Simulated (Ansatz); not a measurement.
# CdSe: how the settings move a single-point run

Aim: see which settings change the result for CdSe, by how much, and at what cost. The cell is built on a prototype (rocksalt) and needn't be the phase found in nature.

Method: reference: DFT, PBE, plane waves, PAW, in Ansatz 0.2.0.

2 further runs of the same task are left out: 1 for a known fault of the program, 1 that didn't finish.

### Step 1. The system as given

It takes space group Fm-3m (No. 225, cubic). Conventional cell: a = 5.686 Å, b = 5.686 Å, c = 5.686 Å, α = 90.00°, β = 90.00°, γ = 90.00°. Cd (site symmetry m-3m) is surrounded by 6 Se at 2.84 Å. Se (site symmetry m-3m) is surrounded by 6 Cd at 2.84 Å.

As a file:

```cif
data_structure
_symmetry_space_group_name_H-M 'Fm-3m'
_symmetry_Int_Tables_number 225
_cell_length_a 5.6859
_cell_length_b 5.6859
_cell_length_c 5.6859
_cell_angle_alpha 90.000
_cell_angle_beta 90.000
_cell_angle_gamma 90.000
_cell_volume 183.82
loop_
_atom_site_label
_atom_site_type_symbol
_atom_site_symmetry_multiplicity
_atom_site_Wyckoff_symbol
_atom_site_fract_x
_atom_site_fract_y
_atom_site_fract_z
_atom_site_occupancy
Cd1 Cd 4 a 0.00000 0.00000 0.00000 1
Se1 Se 4 b 0.50000 0.00000 0.00000 1
```

### Step 2. Baseline

input.yaml

```yaml
crystal:
  lattice:
    - [0.0, 2.8429458735, 2.8429458735]
    - [2.8429458735, 0.0, 2.8429458735]
    - [2.8429458735, 2.8429458735, 0.0]
  atoms:
    - { symbol: Cd, position: [0.0, 0.0, 0.0] }
    - { symbol: Se, position: [0.5, 0.5, 0.5] }
kpoints:
  mp_grid: { grid: [6, 6, 6] }
hamiltonian:
  xc: pbe
scf:
  occupations: { method: fermi_dirac, width: 0.02 }
  n_extra_bands: 4
output:
  forces: true
  stress: true
  eigenvalues: true
```

Launch:

```
ansatz run input.yaml --threads 4 --pin off --max-ram 3686MiB --backend cpu --events-out ev --progress --plain --runs-dir out
```

Output (excerpt; [...] marks lines left out):

```text
Warning: RAYON_NUM_THREADS=4 ignored (pool sized by the plan → 4); use --threads N
scf.n_extra_bands = 4 over 18 filled bands (N_el = 36.0): the run solves 22 bands
[...]
Pseudopotentials: kind: paw
Pseudopotential: Cd, paw, valence charge 20, recommended cutoff 420 eV (normal), Cd.paw.azcp
Pseudopotential: Se, paw, valence charge 16, recommended cutoff 420 eV (normal), Se.paw.azcp
Functional definition: PBE
[...]
Crystal: 2 atoms, lattice volume = 45.955 Å³
Basis set: ecut = 420 eV, 893 PW (Γ), exchange–correlation on 54×54×54 points (8 copies of the dense FFT grid, shifted against one another)
Bands: 22, of which v1, the nominal top of the filled ones, is band 18 counted from 1 (17 counted from 0)
Symmetry: 48 space group operations
Space group: Fm-3m (ITA 225), of the structure as read, at distance tolerance 3.6e-5 Å
k-points: 16 of 216
[...]
SCF iter   1: F=—  HF=-13724.490492 eV  |F-HF|=—  |Δ(HF+E_count)|=         —  Δρ=7.66e-4  dr2=1.92e-4  ethr=1.77e-3  ⟨swp⟩=5.2  Hψ=1456  notcnv=0
[...]
SCF iter   6: F=-13724.491379 eV  HF=-13724.491379 eV  |F-HF|=5.24e-10  |Δ(HF+E_count)|=   9.69e-9  Δρ=1.39e-6  dr2=3.72e-10  ethr=2.25e-11  ⟨swp⟩=2.0  Hψ=1083  notcnv=0
[...]
SCF converged after 6 iterations
Free energy (F): -13724.491379 eV
[...]
E sigma→0 (E₀):  -13724.490591 eV
Entropy (-TS):   -0.001576 eV (-0.788 meV/atom)
Fermi energy:    10.550375 eV
[...]
--- Forces (eV/Å), atoms counted from 1 ---
  atom   1  Cd    -0.00000000     0.00000000    -0.00000000
  atom   2  Se     0.00000000    -0.00000000     0.00000000
[...]
--- Stress (GPa, compression-positive) ---
        1.766674      -0.000000       0.000000
       -0.000000       1.766674      -0.000000
        0.000000       0.000000       1.766674
  P = ⅓ Tr σ = 1.7667 GPa (17.667 kbar)
--- Band table (eV; the first three rows and the last of 16) ---
  k-point 0: bands = ["-91.4033", "-52.4740", "-52.4740", "-52.4740", "-36.2333", "-36.2333", "-36.2300", "-36.2300", "-36.2300", "-2.5236", "2.5878", "2.5878", "2.6049", "2.6049", "2.6049", "9.8896", "9.8896", "9.8896", "10.7763", "19.2536", "19.2536", "19.2536"]
[...]
```

Run time: 0.83 s. Hardware: 4 threads of Arm Neoverse N1, shared host; peak memory 0.32 GiB.

### Step 3. Changing settings: xc r2scan

Changes to input.yaml since step 2:

```diff
@@ -11,3 +11,3 @@
 hamiltonian:
-  xc: pbe
+  xc: r2scan
 scf:
```

Launch:

```
ansatz run input.yaml --threads 4 --pin off --max-ram 3686MiB --backend cpu --events-out ev --progress --plain --runs-dir out
```

Output (excerpt; [...] marks lines left out):

```text
Warning: RAYON_NUM_THREADS=4 ignored (pool sized by the plan → 4); use --threads N
scf.n_extra_bands = 4 over 18 filled bands (N_el = 36.0): the run solves 22 bands
[...]
[... 1 set-up line as earlier in the session ...]
Pseudopotential: Cd, paw, valence charge 20, recommended cutoff 500 eV (meta_gga), Cd.paw.azcp
Pseudopotential: Se, paw, valence charge 16, recommended cutoff 500 eV (meta_gga), Se.paw.azcp
Functional definition: r2SCAN
[...]
Crystal: 2 atoms, lattice volume = 45.955 Å³
Basis set: ecut = 500 eV, 1211 PW (Γ), exchange–correlation on 120×120×120 points (64 copies of the dense FFT grid, shifted against one another)
Bands: 22, of which v1, the nominal top of the filled ones, is band 18 counted from 1 (17 counted from 0)
[... 2 set-up lines as earlier in the session ...]
k-points: 16 of 216
[...]
SCF iter   1: F=—  HF=-13747.613474 eV  |F-HF|=—  |Δ(HF+E_count)|=         —  Δρ=8.19e-3  dr2=2.93e-2  dr2_τ=1.65e-2  ethr=1.77e-3  ⟨swp⟩=5.1  Hψ=1459  notcnv=0
[...]
SCF iter   7: F=-13747.620857 eV  HF=-13747.620857 eV  |F-HF|=4.51e-10  |Δ(HF+E_count)|=   6.09e-8  Δρ=2.17e-6  dr2=1.86e-9  dr2_τ=1.43e-10  ethr=2.78e-10  ⟨swp⟩=4.9  Hψ=1302  notcnv=0
[...]
SCF converged after 7 iterations
Free energy (F): -13747.620857 eV
[...]
E sigma→0 (E₀):  -13747.620284 eV
Entropy (-TS):   -0.001146 eV (-0.573 meV/atom)
Fermi energy:    10.300163 eV
[...]
--- Forces (eV/Å), atoms counted from 1 ---
  atom   1  Cd    -0.00000000     0.00000000     0.00000000
  atom   2  Se     0.00000000    -0.00000000    -0.00000000
[...]
--- Stress (GPa, compression-positive) ---
        0.027473       0.000000       0.000000
       -0.000000       0.027473      -0.000000
       -0.000000       0.000000       0.027473
  P = ⅓ Tr σ = 0.0275 GPa (0.275 kbar)
--- Band table (eV; the first three rows and the last of 16) ---
[... band rows left out ...]
[...]
```

Wall time 1.7 s (4 threads of Arm Neoverse N1, shared host); peak memory 0.44 GiB.

Total energies don't compare across a change of functional; the pressure goes from 1.8 to 0.0 GPa and the mesh shows a spacing of 0.07 eV at the Fermi level, which on a coarse mesh need not be a gap. At this fixed cell a lower pressure means that this functional prefers a smaller volume than the reference.

### Step 4. Variant: ecutrho_ratio 12

Changes to input.yaml since step 2:

```diff
@@ -15,2 +15,3 @@
   n_extra_bands: 4
+  max_iter: 51
 output:
@@ -19 +20,3 @@
   eigenvalues: true
+basis:
+  ecutrho_ratio: 12
```

Launch:

```
ansatz run input.yaml --threads 4 --pin off --max-ram 3686MiB --backend cpu --events-out ev --progress --plain --runs-dir out
```

Output (excerpt; [...] marks lines left out):

```text
Warning: RAYON_NUM_THREADS=4 ignored (pool sized by the plan → 4); use --threads N
scf.n_extra_bands = 4 over 18 filled bands (N_el = 36.0): the run solves 22 bands
[...]
[... 4 set-up lines as earlier in the session ...]
[...]
Crystal: 2 atoms, lattice volume = 45.955 Å³
Basis set: ecut = 420 eV, 893 PW (Γ), exchange–correlation on 96×96×96 points (8 copies of the dense FFT grid, shifted against one another)
Bands: 22, of which v1, the nominal top of the filled ones, is band 18 counted from 1 (17 counted from 0)
[... 2 set-up lines as earlier in the session ...]
k-points: 16 of 216
[...]
SCF iter   1: F=—  HF=-13724.490483 eV  |F-HF|=—  |Δ(HF+E_count)|=         —  Δρ=7.69e-4  dr2=1.93e-4  ethr=1.77e-3  ⟨swp⟩=5.2  Hψ=1456  notcnv=0
[...]
SCF iter   6: F=-13724.491368 eV  HF=-13724.491368 eV  |F-HF|=6.28e-10  |Δ(HF+E_count)|=   8.91e-9  Δρ=1.41e-6  dr2=3.57e-10  ethr=2.34e-11  ⟨swp⟩=1.8  Hψ=1081  notcnv=0
[...]
SCF converged after 6 iterations
Free energy (F): -13724.491368 eV
[...]
E sigma→0 (E₀):  -13724.490580 eV
Entropy (-TS):   -0.001576 eV (-0.788 meV/atom)
Fermi energy:    10.550375 eV
[...]
--- Forces (eV/Å), atoms counted from 1 ---
  atom   1  Cd    -0.00000000     0.00000000     0.00000000
  atom   2  Se     0.00000000    -0.00000000     0.00000000
[...]
--- Stress (GPa, compression-positive) ---
        1.766683      -0.000000      -0.000000
        0.000000       1.766683       0.000000
        0.000000       0.000000       1.766683
  P = ⅓ Tr σ = 1.7667 GPa (17.667 kbar)
--- Band table (eV; the first three rows and the last of 16) ---
[... band rows left out ...]
[...]
```

Wall time 1.1 s (4 threads of Arm Neoverse N1, shared host); peak memory 0.4 GiB.

Changing the numerical grids leaves the energy as it was (0.0 meV/atom).

### Step 5. Changing settings: mp_grid.grid [3, 3, 3]

Changes to input.yaml since step 2:

```diff
@@ -9,3 +9,3 @@
 kpoints:
-  mp_grid: { grid: [6, 6, 6] }
+  mp_grid: { grid: [3, 3, 3] }
 hamiltonian:
```

Launch:

```
ansatz run input.yaml --threads 4 --pin off --max-ram 3686MiB --backend cpu --events-out ev --progress --plain --runs-dir out
```

Output (excerpt; [...] marks lines left out):

```text
Warning: RAYON_NUM_THREADS=4 ignored (pool sized by the plan → 4); use --threads N
scf.n_extra_bands = 4 over 18 filled bands (N_el = 36.0): the run solves 22 bands
[...]
[... 4 set-up lines as earlier in the session ...]
[...]
Crystal: 2 atoms, lattice volume = 45.955 Å³
Basis set: ecut = 420 eV, 893 PW (Γ), exchange–correlation on 54×54×54 points (8 copies of the dense FFT grid, shifted against one another)
Bands: 22, of which v1, the nominal top of the filled ones, is band 18 counted from 1 (17 counted from 0)
[... 2 set-up lines as earlier in the session ...]
k-points: 4 of 27
[...]
SCF iter   1: F=—  HF=-13724.112736 eV  |F-HF|=—  |Δ(HF+E_count)|=         —  Δρ=6.97e-3  dr2=4.10e-2  ethr=1.77e-3  ⟨swp⟩=5.5  Hψ=359  notcnv=0
[...]
SCF iter   6: F=-13724.100327 eV  HF=-13724.100327 eV  |F-HF|=4.79e-8  |Δ(HF+E_count)|=   9.49e-7  Δρ=1.01e-5  dr2=3.09e-8  ethr=2.78e-10  ⟨swp⟩=3.2  Hψ=356  notcnv=0
[...]
SCF converged after 6 iterations
Free energy (F): -13724.100327 eV
[...]
E sigma→0 (E₀):  -13724.100317 eV
Entropy (-TS):   -0.000020 eV (-0.010 meV/atom)
Fermi energy:    10.685132 eV
[...]
--- Forces (eV/Å), atoms counted from 1 ---
  atom   1  Cd    -0.00000000     0.00000000     0.00000000
  atom   2  Se     0.00000000     0.00000000     0.00000000
[...]
--- Stress (GPa, compression-positive) ---
        3.366142       0.000000       0.000000
       -0.000000       3.366142      -0.000000
        0.000000      -0.000000       3.366142
  P = ⅓ Tr σ = 3.3661 GPa (33.661 kbar)
--- Band table (eV) ---
  k-point 0: bands = ["-91.5131", "-52.5861", "-52.5861", "-52.5861", "-35.8835", "-35.8835", "-35.8802", "-35.8802", "-35.8802", "-2.3553", "2.4857", "2.4857", "2.4953", "2.4953", "2.4953", "10.0445", "10.0445", "10.0445", "10.8309", "19.2951", "19.2951", "19.2951"]
[...]
```

Run time: 0.58 s. Hardware: 4 threads of Arm Neoverse N1, shared host; peak memory 0.29 GiB.

Changing the k-point mesh moves the energy by +195.5 meV/atom, and the pressure goes from 1.8 to 3.4 GPa and a gap of 0.35 eV opens on the mesh. Sampling errors of the energy have no fixed sign. A gap read on a mesh depends on which points the mesh holds, and a coarse mesh shifts the density too.

### Step 6. Changed: xc_grid 1

Changes to input.yaml since step 2:

```diff
@@ -19 +19,3 @@
   eigenvalues: true
+basis:
+  xc_grid: 1
```

Launch:

```
ansatz run input.yaml --threads 4 --pin off --max-ram 3686MiB --backend cpu --events-out ev --progress --plain --runs-dir out
```

Output (excerpt; [...] marks lines left out):

```text
Warning: RAYON_NUM_THREADS=4 ignored (pool sized by the plan → 4); use --threads N
scf.n_extra_bands = 4 over 18 filled bands (N_el = 36.0): the run solves 22 bands
[...]
[... 4 set-up lines as earlier in the session ...]
[...]
Crystal: 2 atoms, lattice volume = 45.955 Å³
Basis set: ecut = 420 eV, 893 PW (Γ)
Bands: 22, of which v1, the nominal top of the filled ones, is band 18 counted from 1 (17 counted from 0)
[... 2 set-up lines as earlier in the session ...]
k-points: 16 of 216
[...]
SCF iter   1: F=—  HF=-13724.490494 eV  |F-HF|=—  |Δ(HF+E_count)|=         —  Δρ=7.66e-4  dr2=1.92e-4  ethr=1.77e-3  ⟨swp⟩=5.2  Hψ=1456  notcnv=0
[...]
SCF iter   6: F=-13724.491380 eV  HF=-13724.491380 eV  |F-HF|=5.29e-10  |Δ(HF+E_count)|=   1.00e-8  Δρ=1.39e-6  dr2=3.73e-10  ethr=2.25e-11  ⟨swp⟩=2.0  Hψ=1083  notcnv=0
[...]
SCF converged after 6 iterations
Free energy (F): -13724.491380 eV
[...]
E sigma→0 (E₀):  -13724.490592 eV
Entropy (-TS):   -0.001576 eV (-0.788 meV/atom)
Fermi energy:    10.550374 eV
[...]
--- Forces (eV/Å), atoms counted from 1 ---
  atom   1  Cd    -0.00000000     0.00000000    -0.00000000
  atom   2  Se     0.00000000    -0.00000000    -0.00000000
[...]
--- Stress (GPa, compression-positive) ---
        1.766754       0.000000       0.000000
        0.000000       1.766754      -0.000000
       -0.000000       0.000000       1.766754
  P = ⅓ Tr σ = 1.7668 GPa (17.668 kbar)
--- Band table (eV; the first three rows and the last of 16) ---
  k-point 0: bands = ["-91.4033", "-52.4740", "-52.4740", "-52.4740", "-36.2333", "-36.2333", "-36.2300", "-36.2300", "-36.2300", "-2.5236", "2.5878", "2.5878", "2.6049", "2.6049", "2.6049", "9.8896", "9.8896", "9.8896", "10.7763", "19.2536", "19.2536", "19.2536"]
[...]
```

Wall time 0.81 s (4 threads of Arm Neoverse N1, shared host); peak memory 0.31 GiB.

Changing the numerical grids leaves the energy as it was (0.0 meV/atom).

### Step 7. Changed: pseudopotentials.kind nc

Changes to input.yaml since step 2:

```diff
@@ -12,2 +12,3 @@
   xc: pbe
+  pseudopotentials: { kind: nc }
 scf:
```

Launch:

```
ansatz run input.yaml --threads 4 --pin off --max-ram 3686MiB --backend cpu --events-out ev --progress --plain --runs-dir out
```

Output (excerpt; [...] marks lines left out):

```text
Warning: RAYON_NUM_THREADS=4 ignored (pool sized by the plan → 4); use --threads N
scf.n_extra_bands = 4 over 18 filled bands (N_el = 36.0): the run solves 22 bands
[...]
Pseudopotentials: kind: nc
Pseudopotential: Cd, nc, valence charge 20, recommended cutoff 1071 eV (normal), Cd.nc.azcp
Pseudopotential: Se, nc, valence charge 16, recommended cutoff 1170.089609 eV (normal), Se.nc.azcp
[... 1 set-up line as earlier in the session ...]
[...]
Crystal: 2 atoms, lattice volume = 45.955 Å³
Basis set: ecut = 1170.089609 eV, 4279 PW (Γ), exchange–correlation on 90×90×90 points (8 copies of the dense FFT grid, shifted against one another)
Bands: 22, of which v1, the nominal top of the filled ones, is band 18 counted from 1 (17 counted from 0)
[... 2 set-up lines as earlier in the session ...]
k-points: 16 of 216
[...]
SCF iter   1: F=—  HF=-8067.930371 eV  |F-HF|=—  |Δ(HF+E_count)|=         —  Δρ=7.07e-2  dr2=2.02e0  ethr=3.10e-3  ⟨swp⟩=8.1  Hψ=1861  notcnv=0
[...]
SCF iter   7: F=-8067.168537 eV  HF=-8067.168537 eV  |F-HF|=7.22e-10  |Δ(HF+E_count)|=   2.24e-8  Δρ=3.28e-6  dr2=1.56e-9  ethr=2.78e-10  ⟨swp⟩=8.4  Hψ=1826  notcnv=0
[...]
SCF converged after 7 iterations
Free energy (F): -8067.168537 eV
[...]
E sigma→0 (E₀):  -8067.167749 eV
Entropy (-TS):   -0.001576 eV (-0.788 meV/atom)
Fermi energy:    10.920319 eV
[...]
--- Forces (eV/Å), atoms counted from 1 ---
  atom   1  Cd    -0.00000000     0.00000000     0.00000000
  atom   2  Se     0.00000000    -0.00000000     0.00000000
[...]
--- Stress (GPa, compression-positive) ---
        1.728424       0.000000       0.000000
        0.000000       1.728424       0.000000
        0.000000       0.000000       1.728424
  P = ⅓ Tr σ = 1.7284 GPa (17.284 kbar)
--- Band table (eV; the first three rows and the last of 16) ---
[... band rows left out ...]
[...]
```

It took 1.7 s on 4 threads of Arm Neoverse N1, shared host; peak memory 0.4 GiB.

After a change of potentials the difference of the totals has no physical meaning; pressure, gap, moments and forces, where computed, barely move. The two sets of potentials agree on what can be compared.

### Step 8. Variant: ecutwfc 300

Changes to input.yaml since step 2:

```diff
@@ -19 +19,3 @@
   eigenvalues: true
+basis:
+  ecutwfc: 300
```

Launch:

```
ansatz run input.yaml --threads 4 --pin off --max-ram 3686MiB --backend cpu --events-out ev --progress --plain --runs-dir out
```

Output (excerpt; [...] marks lines left out):

```text
Warning: basis.ecutwfc = 300 eV is below the records' recommended 420 eV, and the density's cutoff is lower with it unless basis.ecutrho_ratio is high enough to keep the records' density cutoff: compare with a run at a higher cutoff
Warning: RAYON_NUM_THREADS=4 ignored (pool sized by the plan → 4); use --threads N
scf.n_extra_bands = 4 over 18 filled bands (N_el = 36.0): the run solves 22 bands
[...]
[... 4 set-up lines as earlier in the session ...]
[...]
Crystal: 2 atoms, lattice volume = 45.955 Å³
Basis set: ecut = 300 eV, 537 PW (Γ), exchange–correlation on 48×48×48 points (8 copies of the dense FFT grid, shifted against one another)
Bands: 22, of which v1, the nominal top of the filled ones, is band 18 counted from 1 (17 counted from 0)
[... 2 set-up lines as earlier in the session ...]
k-points: 16 of 216
[...]
SCF iter   1: F=—  HF=-13724.343765 eV  |F-HF|=—  |Δ(HF+E_count)|=         —  Δρ=4.23e-3  dr2=2.33e-3  ethr=1.77e-3  ⟨swp⟩=5.1  Hψ=1371  notcnv=0
[...]
SCF iter   6: F=-13724.342400 eV  HF=-13724.342400 eV  |F-HF|=4.19e-9  |Δ(HF+E_count)|=   7.42e-8  Δρ=3.02e-6  dr2=1.25e-9  ethr=2.78e-10  ⟨swp⟩=4.1  Hψ=1138  notcnv=0
[...]
SCF converged after 6 iterations
Free energy (F): -13724.342400 eV
[...]
E sigma→0 (E₀):  -13724.341610 eV
Entropy (-TS):   -0.001579 eV (-0.790 meV/atom)
Fermi energy:    10.543740 eV
[...]
--- Forces (eV/Å), atoms counted from 1 ---
  atom   1  Cd    -0.00000000     0.00000000     0.00000000
  atom   2  Se     0.00000000    -0.00000000    -0.00000000
[...]
--- Stress (GPa, compression-positive) ---
        1.764498       0.000000       0.000000
        0.000000       1.764498       0.000000
       -0.000000      -0.000000       1.764498
  P = ⅓ Tr σ = 1.7645 GPa (17.645 kbar)
--- Band table (eV; the first three rows and the last of 16) ---
[... band rows left out ...]
[...]
```

Wall time 0.66 s (4 threads of Arm Neoverse N1, shared host); peak memory 0.29 GiB.

Changing the cutoff moves the energy by +74.5 meV/atom. The lower cutoff gives the higher energy: the smaller basis describes the state less well. The log warns that the cutoff is under what these potentials recommend, so the shift is basis error.

### Step 9. All runs together

```tsv
run	ending	energy change	pressure (GPa)	gap (eV)	force (eV/Å)	cycles	time
reference	converged	0	1.8	0.00	0.00	6	0.83 s
1: xc r2scan	converged	not comparable	0.0	0.07	0.00	7	1.7 s
2: ecutrho_ratio 12	converged	0.0 meV/atom	1.8	0.00	0.00	6	1.1 s
3: mp_grid.grid [3, 3, 3]	converged	+195.5 meV/atom	3.4	0.35	0.00	6	0.58 s
4: xc_grid 1	converged	0.0 meV/atom	1.8	0.00	0.00	6	0.81 s
5: pseudopotentials.kind nc	converged	not comparable	1.7	0.00	0.00	7	1.7 s
6: ecutwfc 300	converged	+74.5 meV/atom	1.8	0.00	0.00	6	0.66 s
```

Residual by cycle in the longest SCF loop of each run; runs are numbered as in the table. The quantity is the density residual dr2, in eV.

```tsv
cycle	reference	run 1	run 2	run 3	run 4	run 5	run 6
1	1.9e-4	0.0293	1.9e-4	0.041	1.9e-4	2.02	0.00233
2	3.8e-5	0.00231	3.8e-5	0.00186	3.8e-5	0.138	0.00202
3	4.7e-6	5.4e-4	4.8e-6	2.6e-4	4.7e-6	0.0113	3.5e-5
4	2.8e-7	5.5e-5	2.9e-7	5.7e-5	2.8e-7	4.3e-4	1.3e-6
5	8.1e-9	1.9e-6	8.4e-9	2.8e-6	8.1e-9	1.0e-5	1.6e-7
6	3.7e-10	1.3e-7	3.6e-10	3.1e-8	3.7e-10	1.7e-7	1.3e-9
7	-	1.9e-9	-	-	-	1.6e-9	-
```

What this shows: Of the converged runs whose energies compare with the reference's, «mp_grid.grid [3, 3, 3]» moves the energy most (+195.5 meV/atom). Semilocal functionals close small gaps, so the missing gap need not be the real solid's. Run 6 ran under the cutoff that the potentials recommend, as the log warns, so basis error is mixed into its values.
